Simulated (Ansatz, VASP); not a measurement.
## MgO: VASP beside Ansatz

File POSCAR:

```
MgO
1.0
    0.0000000000      2.1351500000      2.1351500000
    2.4554225000      0.0000000000      2.1351500000
    2.4554225000      2.1351500000      0.0000000000
Mg O
1 1
Direct
    0.0000000000      0.0000000000      0.0000000000
    0.5000000000      0.5000000000      0.5000000000
```

File INCAR.step1:

```
PREC = Accurate
ENCUT = 520
ISMEAR = 0
SIGMA = 0.05
LREAL = False
LASPH = True
NELM = 60
NBANDS = 11
GGA = PE
ALGO = Normal
EDIFF = 1E-4
LWAVE = True
LCHARG = False
```

The input INCAR.step2:

```
PREC = Accurate
ENCUT = 520
EDIFF = 1E-6
ISMEAR = 0
SIGMA = 0.05
LREAL = False
LASPH = True
NELM = 60
ALGO = Normal
ISIF = 2
LWAVE = False
LCHARG = True
METAGGA = R2SCAN
LMIXTAU = True
LELF = True
LVHAR = True
NBANDS = 11
ISTART = 1
```

KPOINTS

```
regular mesh
0
Gamma
  10 10 10
```

Input for Ansatz:

```yaml
crystal:
  lattice:
    - [0.0, 2.13515, 2.13515]
    - [2.4554225, 0.0, 2.13515]
    - [2.4554225, 2.13515, 0.0]
  atoms:
    - { symbol: Mg, position: [0.0, 0.0, 0.0] }
    - { symbol: O, position: [0.5, 0.5, 0.5] }
basis:
  ecutwfc: 500
kpoints:
  mp_grid: { grid: [10, 10, 10] }
hamiltonian:
  xc: r2scan
scf:
  occupations: { method: gaussian, width: 0.05 }
output:
  forces: true
  stress: true
  eigenvalues: true
```

Change from the starting cell: strain +0.1500 x Voigt [1, 0, 0, 0, 0, 0], atoms carried along.

Alike in both runs: task single point; functional r2SCAN; k mesh 10 × 10 × 10; occupations gaussian, width 0.05 eV; no spin polarisation.

|  | VASP | Ansatz |
| --- | --- | --- |
| version | VASP 6.6.1 | Ansatz 0.2.0 |
| potentials or method | VASP PAW PBE potentials, release 64 (Mg, O) | scalar-relativistic, plane waves, PAW |
| plane-wave cutoff (eV) | 520 | 500 |
| valence electrons in the cell | 8 | 16 |

|  | VASP | Ansatz | Ansatz less VASP |
| --- | --- | --- | --- |
| gap on the k mesh at the Fermi level (eV) | 3.81 | 3.83 | +0.029 |
| least direct gap on the mesh (eV) | 3.81 | 3.83 | +0.029 |
| pressure (GPa) | -18.6 | -17.7 | +0.90 |
| largest component of the traceless stress (GPa) | 2.82 | 3.10 | +0.283 |

The functional is the same, so the differences come from potentials, cutoffs and numerics. The two sets of potentials don't hold the same shells in valence.

Caveats: so large a pressure means that the cell lies far from this level's equilibrium, or that cutoff or potentials fall short (VASP); the potentials were made for another functional, which shifts forces and pressure (VASP).
